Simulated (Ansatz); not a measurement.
BaSnO₃ (cubic perovskite)

```xyz
5
Lattice="4.1313 0.0000 0.0000 0.0000 4.1313 0.0000 0.0000 0.0000 4.1313" Properties=species:S:1:pos:R:3 pbc="T T T"
Ba     0.0000     0.0000     0.0000
Sn     2.0656     2.0656     2.0656
O      0.0000     2.0656     2.0656
O      2.0656     2.0656     0.0000
O      2.0656     0.0000     2.0656
```

The slice is a {110} plane (indices of the conventional cell) through the point (0.000, 0.000, 0.000) (fractional), spanned by u = [100] and v = [011] in vectors of this cell: u (4.13 Å) and v (5.84 Å, at 90° to u). It covers one period; positions are fractions (u, v).

Level of theory: r2SCAN (plane waves to 500 eV, PAW, scalar-relativistic; Ansatz, a quantum-chemistry and plane-wave program). k mesh 8×8×8. These are valence fields of a PAW run, semicore shells included where kept as valence: close to a nucleus they are smooth pseudo fields. BaSnO3 was relaxed with its symmetry unable to fall.

Three fields on this plane, each scaled to ten steps between its own extremes (0 low, 9 high; the total valence density on a logarithmic scale, the potential cut 8 eV below its top; x marks points blanked near nuclei; v = 0 in the bottom row):

Map A
```
|xxxxx99620000002699xxxx|
|xxxxx98510000001589xxxx|
|xxxx9973000000003799xxx|
|xxx998410000000014899xx|
|99998510000000000158999|
|88864100000000000014688|
|44321000000000000001234|
|00000000000000000000000|
|00000000000000000000000|
|43321000011111100001233|
|87753111112222111113577|
|xxx752112xxxxxx211257xx|
|xxxx7311xxxxxxxx1137xxx|
|xxxxx41xxxxxxxxxx14xxxx|
|xxxxx42xxxxxxxxxx24xxxx|
|xxxxxx2xxxxxxxxxx2xxxxx|
|xxxxx42xxxxxxxxxx24xxxx|
|xxxxx41xxxxxxxxxx14xxxx|
|xxxx7311xxxxxxxx1137xxx|
|xxx752112xxxxxx211257xx|
|87753111112222111113577|
|43321000011111100001233|
|00000000000000000000000|
|00000000000000000000000|
|44321000000000000001234|
|88864100000000000014688|
|99998510000000000158999|
|xxx998410000000014899xx|
|xxxx9973000000003799xxx|
|xxxxx98510000001589xxxx|
|xxxxx99620000002699xxxx|
|xxxxxx972000000279xxxxx|
```

Map B
```
|xxxxx98632000023689xxxx|
|xxxxx97532000023579xxxx|
|xxxx9865321111235689xxx|
|xxx987542211112245789xx|
|99987643222222223467899|
|88765432222332222345678|
|66544322233333322234456|
|44433222334444332223344|
|44433223344554433223344|
|55543333456666543333455|
|77665445678888765445667|
|xxx765567xxxxxx765567xx|
|xxxx8767xxxxxxxx7678xxx|
|xxxxx87xxxxxxxxxx78xxxx|
|xxxxx88xxxxxxxxxx88xxxx|
|xxxxxx8xxxxxxxxxx8xxxxx|
|xxxxx88xxxxxxxxxx88xxxx|
|xxxxx87xxxxxxxxxx78xxxx|
|xxxx8767xxxxxxxx7678xxx|
|xxx765567xxxxxx765567xx|
|77665445678888765445667|
|55543333456666543333455|
|44433223344554433223344|
|44433222334444332223344|
|66544322233333322234456|
|88765432222332222345678|
|99987643222222223467899|
|xxx987542211112245789xx|
|xxxx9865321111235689xxx|
|xxxxx97532000023579xxxx|
|xxxxx98632000023689xxxx|
|xxxxxx864200002468xxxxx|
```

Map C
```
|xxxxx10000000000001xxxx|
|xxxxx00000000000000xxxx|
|xxxx0000000000000000xxx|
|xxx000000000000000000xx|
|00000000000000000000000|
|00000000000000000000000|
|00000000000000000000000|
|00000000000000000000000|
|21110000000000000000111|
|44321000000000000001234|
|98642100000000000012468|
|xxx731000xxxxxx000137xx|
|xxxx5210xxxxxxxx0125xxx|
|xxxxx21xxxxxxxxxx12xxxx|
|xxxxx21xxxxxxxxxx12xxxx|
|xxxxxx1xxxxxxxxxx1xxxxx|
|xxxxx21xxxxxxxxxx12xxxx|
|xxxxx21xxxxxxxxxx12xxxx|
|xxxx5210xxxxxxxx0125xxx|
|xxx731000xxxxxx000137xx|
|98642100000000000012468|
|44321000000000000001234|
|21110000000000000000111|
|00000000000000000000000|
|00000000000000000000000|
|00000000000000000000000|
|00000000000000000000000|
|xxx000000000000000000xx|
|xxxx0000000000000000xxx|
|xxxxx00000000000000xxxx|
|xxxxx10000000000001xxxx|
|xxxxxx000000000000xxxxx|
```

### Question
Assign the maps to these fields: density of the highest valence band (whole band, smooth part); electron localisation function (ELF); valence electron density.

### Answer
A is the electron localisation function (ELF); B is the valence electron density; C is the density of the highest valence band (whole band, smooth part).
